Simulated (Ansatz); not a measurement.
Relaxation of a periodic cell of 47 atoms, Si$_{16}$O$_{31}$ (host SiO2, host structure C2/c, one O atom removed), cell charge +2, to a largest force component of 0.03 eV/Å in at most 60 steps.

All numbers below come from Ansatz, DFT PBE, scalar-relativistic, plane waves, PAW. Settings: PAW set soft_1, cutoff 420 eV, k mesh 1x1x2, fermi-dirac smearing 0.05 eV, no spin polarisation.

```xyz
47
Lattice="0.0956 6.1530 6.1555 0.0956 -6.1530 6.1555 7.0692 0.0000 0.0000" Properties=species:S:1:pos:R:3
Si 4.678 -4.417 6.595
Si 0.768 1.736 2.638
Si 6.117 -1.736 5.716
Si 2.863 -1.736 3.517
Si 3.682 1.135 3.340
Si 5.298 1.135 5.893
Si 7.017 -1.135 2.816
Si 5.497 5.018 6.418
O 1.863 3.076 6.155
O 0.048 3.076 3.078
O 0.955 -4.460 4.617
O 2.770 -1.693 7.694
O 6.853 1.527 5.753
O 2.127 1.527 3.480
O 3.942 4.626 6.558
O 1.503 -1.527 2.675
O 5.302 3.076 0.000
O 1.180 -4.332 7.223
O 6.434 -1.821 4.145
O 2.545 -1.821 5.088
O 6.871 0.464 2.921
O 5.643 -5.689 6.312
O 3.828 -0.464 3.235
O 5.152 -0.464 5.999
Si 1.143 1.736 6.595
Si 4.398 1.736 8.794
Si 2.583 4.417 5.716
Si 6.493 -1.736 9.673
Si 0.243 1.135 9.495
Si 1.763 -5.018 5.893
Si 3.578 -1.135 8.971
Si 1.962 -1.135 6.418
O 3.582 -3.076 3.078
O 4.490 1.693 4.617
O 6.305 4.460 7.694
O 3.319 -4.626 5.753
O 5.757 1.527 9.636
O 0.407 -1.527 6.558
O 5.134 -1.527 8.831
O 0.826 1.821 8.166
O 4.715 1.821 7.223
O 2.995 -1.821 10.301
O 6.080 4.332 5.088
O 3.432 0.464 9.076
O 2.109 0.464 6.312
O 0.389 -0.464 9.390
O 1.617 5.689 5.999
```

**Question.** Where does it end, and by what steps?

**Answer.** The forces met the threshold. Limits of this set-up: coarse k mesh, charged cell in a uniform background, uncorrected. After 12 steps the energy has fallen by 4.871 eV; Si5 moved furthest, 1.21 Å. Joined: Si1–O37, Si5–O45.

```tsv
step	energy less start (eV)	largest force component (eV/Å)	accepted
0	0.0000	2.087	yes
1	-0.4077	2.323	yes
2	-1.8535	2.608	yes
3	-2.5935	1.612	yes
4	-3.1192	1.439	yes
5	-3.6017	0.986	yes
6	-4.0219	0.744	yes
7	-4.3225	0.407	yes
8	-4.5384	0.469	yes
9	-4.8168	0.249	yes
10	-4.8634	0.119	yes
11	-4.8703	0.039	yes
12	-4.8708	0.005	yes
```

```xyz
47
Lattice="0.0956 6.1530 6.1555 0.0956 -6.1530 6.1555 7.0692 0.0000 0.0000" Properties=species:S:1:pos:R:3
Si 5.079 -4.538 5.556
Si 0.778 1.810 2.512
Si 6.094 -1.660 5.688
Si 2.801 -1.803 3.575
Si 3.055 0.982 4.364
Si 5.348 1.150 5.953
Si 7.071 -1.191 2.737
Si 5.525 4.927 6.402
O 1.902 3.078 6.221
O -0.220 3.015 2.824
O 1.034 -4.449 4.589
O 2.681 -1.562 7.730
O 6.886 1.486 5.576
O 2.022 1.884 3.569
O 3.948 4.675 6.673
O 1.506 -1.800 2.629
O 5.399 3.048 -0.032
O 1.472 -4.141 7.169
O 6.430 -1.744 4.117
O 2.445 -2.071 5.145
O 7.053 0.421 2.724
O 5.837 -5.767 6.244
O 3.499 -0.328 3.544
O 5.035 -0.453 5.984
Si 1.094 1.750 6.519
Si 4.418 1.770 8.853
Si 2.596 4.484 5.803
Si 6.384 -1.806 9.644
Si 0.319 1.023 9.542
Si 1.914 -4.980 5.869
Si 3.512 -1.041 9.008
Si 1.923 -1.208 6.383
O 3.827 -2.941 3.126
O 4.328 1.817 4.874
O 6.343 4.342 7.656
O 3.496 -4.751 5.515
O 5.715 1.478 9.980
O 0.333 -1.289 6.589
O 5.078 -1.357 8.795
O 0.743 1.578 8.085
O 5.067 1.790 7.406
O 2.989 -1.702 10.369
O 5.981 4.143 5.064
O 3.328 0.599 9.030
O 2.187 0.489 5.902
O 0.384 -0.572 9.515
O 1.619 5.745 6.122
```

Whether the end is a true minimum wasn't checked by a vibrational analysis.

Run time: 26 s on 2 threads of AMD EPYC 9R45 96-Core Processor (Zen 5) (shared host), peak memory 1.2 GiB.
